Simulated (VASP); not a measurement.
Set up this calculation in VASP 6.6.1, as the native input.

```
Task                   : single point
Functional             : PBEsol
Potentials or basis    : VASP PAW PBE potentials, release 64 (Fe, Si)
Cutoff                 : 350 eV
k mesh                 : 2 × 3 × 3
Occupations            : gaussian, width 0.03 eV
Spin                   : collinear spin, ferromagnetic start
Starting moments       : [4.0, 0.0, 0.0, 0.0, 0.0, 0.0, 0.0, 0.0, 0.0, 0.0, 0.0, 0.0, 0.0, 0.0, 0.0, 0.0, 0.0, 0.0, 0.0, 0.0, 0.0, 0.0, 0.0, 0.0] μB
Fixed moment           : 4 μB
Hubbard terms          : Fe d U = 4 eV
Dq                     : 0
Further INCAR settings : LREAL = Auto; ALGO = Normal; EDIFF = 1e-05; NBANDS = 72; ISYM = 0
```

The structure of FeSi23 (a cell with a defect) lies in POSCAR:

```
FeSi23                                  
1.0
    0.0000000000      8.1555000000      8.1555000000
    5.4370000000      0.0000000000      5.4370000000
    5.4370000000      5.4370000000      0.0000000000
  Fe              Si            
     1    23
Direct
     0.9974636571222208    0.0005400459177667    0.0005812750573974
     0.9997804608517913    0.0004114436505349    0.4996901271962856
     0.0006006996902104    0.5013971101385035    0.9973692779900074
     0.0005104531603344    0.5008892058544251    0.4985204551355950
     0.3328943081743075    0.0012599664345154    0.0000194567445460
     0.3358383847039934    0.9994117697906764    0.4965467972297648
     0.3366118703241808    0.4972026155518907    0.9979044804702537
     0.3342282615824884    0.5004859639458571    0.4980798125295475
     0.6699539112275642    0.9998124215068575    0.9986215559706521
     0.6652483711046787    0.0011287520474294    0.5016943178078811
     0.6663636461637193    0.5024270090350651    0.9993856392072111
     0.6680198237363862    0.5007602723147919    0.4985537552121789
     0.0843949594219891    0.1267477835236532    0.1247407204655731
     0.0869990151373299    0.1246697275502044    0.6203230309135153
     0.0878892783301351    0.6207699532885236    0.1225738445123174
     0.0845213196327056    0.6254592278710076    0.6226375881538889
     0.4208876756424227    0.1222868608314565    0.1216101739749083
     0.4153391091623347    0.1255130838432876    0.6260293041970263
     0.4165086942234698    0.6269628450947529    0.1233317571152988
     0.4182473129977994    0.6245052967227323    0.6230097641682398
     0.7457023103225920    0.1292301194510931    0.1286887334267513
     0.7501662241762305    0.1259609585472299    0.6243943634577627
     0.7511726617514788    0.6256108299615192    0.1238180925762795
     0.7505165913596333    0.6260837371262248    0.6244306764871317
```

One way to write it, as run:

INCAR

```
SYSTEM = FeSi23
PREC     = Accurate       ! precision mode
ENCUT    = 350            ! plane-wave cutoff, eV
EDIFF    = 1E-5           ! SCF threshold, eV
ISMEAR   = 0              ! smearing method
SIGMA    = 0.03           ! smearing width, eV
LREAL    = Auto         
LASPH    = .True.         ! aspherical terms in the spheres
NELM     = 120            ! most SCF steps
ALGO     = Normal         ! electronic algorithm
ISIF     = 2              ! what is computed and relaxed
LWAVE    = .False.        ! write WAVECAR
LCHARG   = .False.        ! write CHGCAR
ISPIN    = 2              ! spin polarisation
MAGMOM   = 4 0 0 0 0 0 0 0 0 0 0 0 0 0 0 0 0 0 0 0 0 0 0 0 ! initial moments
LORBIT   = 11             ! projections on sites
NUPDOWN  = 4              ! fixed moment
LMAXMIX  = 4              ! l up to which the mixer works
LDAU     = .True.         ! DFT+U
LDAUTYPE = 2            
LDAUL    = 2 -1           ! shell
LDAUU    = 4 0            ! U, eV
LDAUJ    = 0 0          
LDAUPRINT= 1            
GGA      = PS             ! functional
NBANDS   = 72             ! bands
ISYM     = 0            
KPAR     = 4
```

KPOINTS

```
regular mesh
0
Gamma
  2 3 3
  0 0 0
```

Potentials or basis: VASP PAW PBE potentials, release 64 (Fe, Si).

The run is started by

```console
$ cat potpaw_PBE.64/Fe/POTCAR potpaw_PBE.64/Si/POTCAR > POTCAR
$ mpirun -np 4 vasp_std > vasp.out
```

It gave:

The pressure is 0.1 GPa. The largest force is 0.024 eV/Å and the net moment is 4.00 μB per cell. The site moments are Fe +3.27; Si +0.01, +0.02, +0.00, -0.01, -0.00, +0.04 μB and the valence electrons inside the program's atomic spheres are Fe 7.04; Si 1.68, 1.69, 1.71.

Caveat: the PAW data sets were made with another functional, which shifts forces and pressure a little; the total moment is fixed, so each spin has its own Fermi level; the U is typed as a test and isn't derived for this compound.

It took 3.4 min on 4 MPI ranks on Intel(R) Xeon(R) 6975P-C (Granite Rapids), with other jobs on the host, peak memory 0.63 GiB a rank.
